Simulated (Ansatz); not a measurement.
Diamond Si, relaxed with r2SCAN in the PAW code Ansatz. Space group Fd-3m (No. 227), cubic; conventional cell a = 5.444 Å, 20.17 Å³ an atom. Around Si lie 4 Si at 2.36 Å.

The axes x, y and z are those of this cell:
```yaml
crystal:
  lattice:
    - [0.00000, 2.72212, 2.72212]
    - [2.72212, 0.00000, 2.72212]
    - [2.72212, 2.72212, 0.00000]
  atoms:
    - { symbol: Si, position: [0.00000, 0.00000, 0.00000] }
    - { symbol: Si, position: [0.25000, 0.25000, 0.25000] }
```

Unstrained: With PBE the valence top lies at Γ and the conduction bottom at Γ–X (0.84 of the way from Γ), 0.583 eV higher; the smallest vertical gap, at Γ, is 2.557 eV. The r2SCAN gap is indirect, 0.770 eV (Γ to Γ–X (0.84 of the way from Γ)), below the direct gap of 2.739 eV at Γ. The HSE06 gap is indirect, 1.144 eV (Γ to Γ–X (0.84 of the way from Γ)), below the direct gap of 3.312 eV at Γ. Meshes: PBE 8×8×8, r2SCAN 8×8×8, HSE06 6×6×6. Strains are changes of length per length. After each strain the atoms were relaxed again with r2SCAN within the symmetry that the strain leaves, so tilts or polar shifts that break it weren't tested; points keep the names that they have in the unstrained zone. Calculated for a static, non-magnetic cell.

(1) For epitaxial -1.0 % in the xy plane, how far does the free direction move, and what happens to the gap?

(2) For epitaxial +2.0 % in the xy plane, how far does the free direction move, and what happens to the gap?

(3) Estimate what epitaxial +3.0 % in the xy plane, free normal strain -2.21 % does to the gap.

(4) Estimate what epitaxial +1.0 % in the xy plane, free normal strain -0.73 % does to the gap.

(5) Apply epitaxial -3.0 % in the xy plane, free normal strain +2.19 %. How far does the gap move, against the unstrained cell?

(6) Estimate what epitaxial -4.0 % in the xy plane, free normal strain +2.92 % does to the gap.

(7) For epitaxial -2.0 % in the xy plane, how far does the free direction move, and what happens to the gap?

(8) Apply epitaxial +4.0 % in the xy plane, free normal strain -2.96 %. How far does the gap move, against the unstrained cell?

(9) Order the strained cells by their HSE06 gap, smallest first.
A. epitaxial -2.0 % in the xy plane
B. epitaxial +1.0 % in the xy plane
C. epitaxial -1.0 % in the xy plane
D. epitaxial +3.0 % in the xy plane
E. epitaxial +4.0 % in the xy plane
F. epitaxial -3.0 % in the xy plane
G. epitaxial +2.0 % in the xy plane
H. epitaxial -4.0 % in the xy plane

Results:

(1) The normal strain at zero normal stress is +0.71 %, 0.71 of the in-plane strain with the sign turned. PBE: the gap goes from 0.583 to 0.468 eV (-0.115 eV); with r2SCAN the top three valence levels at Γ, degenerate before, become 2+1 from the top over 132 meV. r2SCAN: the gap goes from 0.770 to 0.649 eV (-0.121 eV). HSE06: the gap goes from 1.144 to 1.024 eV (-0.120 eV).

(2) The normal strain at zero normal stress is -1.47 %, 0.73 of the in-plane strain with the sign turned. PBE: the gap goes from 0.583 to 0.271 eV (-0.312 eV); the edges go from Γ → Γ–X (0.84) to Γ → Γ–X (0.83); with r2SCAN the top three valence levels at Γ, degenerate before, become 1+2 from the top over 247 meV. r2SCAN: the gap goes from 0.770 to 0.432 eV (-0.338 eV); the edges go from Γ → Γ–X (0.84) to Γ → Γ–X (0.83). HSE06: the gap goes from 1.144 to 0.811 eV (-0.333 eV); the edges go from Γ → Γ–X (0.84) to Γ → Γ–X (0.83).

(3) PBE: the gap goes from 0.583 to 0.120 eV (-0.463 eV); the edges go from Γ → Γ–X (0.84) to Γ → Γ–X (0.82); so small a gap is at the limit of these settings; with r2SCAN the top three valence levels at Γ, degenerate before, become 1+2 from the top over 361 meV. r2SCAN: the gap goes from 0.770 to 0.270 eV (-0.500 eV); the edges go from Γ → Γ–X (0.84) to Γ → Γ–X (0.82). HSE06: the gap goes from 1.144 to 0.650 eV (-0.494 eV); the edges go from Γ → Γ–X (0.84) to Γ → Γ–X (0.82). The r2SCAN energy rises by 19.7 meV an atom.

(4) PBE: the gap goes from 0.583 to 0.425 eV (-0.158 eV); the edges go from Γ → Γ–X (0.84) to Γ → Γ–X (0.83); with r2SCAN the top three valence levels at Γ, degenerate before, become 1+2 from the top over 127 meV. r2SCAN: the gap goes from 0.770 to 0.599 eV (-0.171 eV); the edges go from Γ → Γ–X (0.84) to Γ → Γ–X (0.83). HSE06: the gap goes from 1.144 to 0.976 eV (-0.168 eV); the edges go from Γ → Γ–X (0.84) to Γ → Γ–X (0.83). The r2SCAN energy rises by 2.3 meV an atom.

(5) PBE: the gap goes from 0.583 to 0.224 eV (-0.359 eV); with r2SCAN the top three valence levels at Γ, degenerate before, become 2+1 from the top over 425 meV. r2SCAN: the gap goes from 0.770 to 0.396 eV (-0.374 eV). HSE06: the gap goes from 1.144 to 0.771 eV (-0.373 eV). The r2SCAN energy rises by 22.1 meV an atom.

(6) PBE: the gap goes from 0.583 to 0.097 eV (-0.486 eV); so small a gap is at the limit of these settings; with r2SCAN the top three valence levels at Γ, degenerate before, become 2+1 from the top over 585 meV. r2SCAN: the gap goes from 0.770 to 0.264 eV (-0.506 eV). HSE06: the gap goes from 1.144 to 0.638 eV (-0.506 eV). The r2SCAN energy rises by 40.0 meV an atom.

(7) The normal strain at zero normal stress is +1.47 %, 0.73 of the in-plane strain with the sign turned. PBE: the gap goes from 0.583 to 0.347 eV (-0.236 eV); with r2SCAN the top three valence levels at Γ, degenerate before, become 2+1 from the top over 276 meV. r2SCAN: the gap goes from 0.770 to 0.524 eV (-0.246 eV). HSE06: the gap goes from 1.144 to 0.899 eV (-0.245 eV).

(8) PBE: gap 0.58 before, none (overlap 0.03) after (eV); it has closed; with r2SCAN the top three valence levels at Γ, degenerate before, become 1+2 from the top over 470 meV. r2SCAN: the gap goes from 0.770 to 0.112 eV (-0.658 eV); the edges go from Γ → Γ–X (0.84) to Γ → Γ–X (0.82); so small a gap is at the limit of these settings. HSE06: the gap goes from 1.144 to 0.492 eV (-0.652 eV); the edges go from Γ → Γ–X (0.84) to Γ → Γ–X (0.82). The r2SCAN energy rises by 34.4 meV an atom.

(9) E (0.49 eV), H (0.64 eV), D (0.65 eV), F (0.77 eV), G (0.81 eV), A (0.90 eV), B (0.98 eV), C (1.02 eV).

Where an edge lies off the special points, it is a point of the mesh or the k point where a search put PBE's edge or least direct gap, reused for the other functionals, whose own edges may lie a little apart.

The meshes of the hybrids are coarse, so their gaps aren't converged to the digits shown.

The splittings at Γ are without spin-orbit coupling, which regroups them where it is of like size or larger.
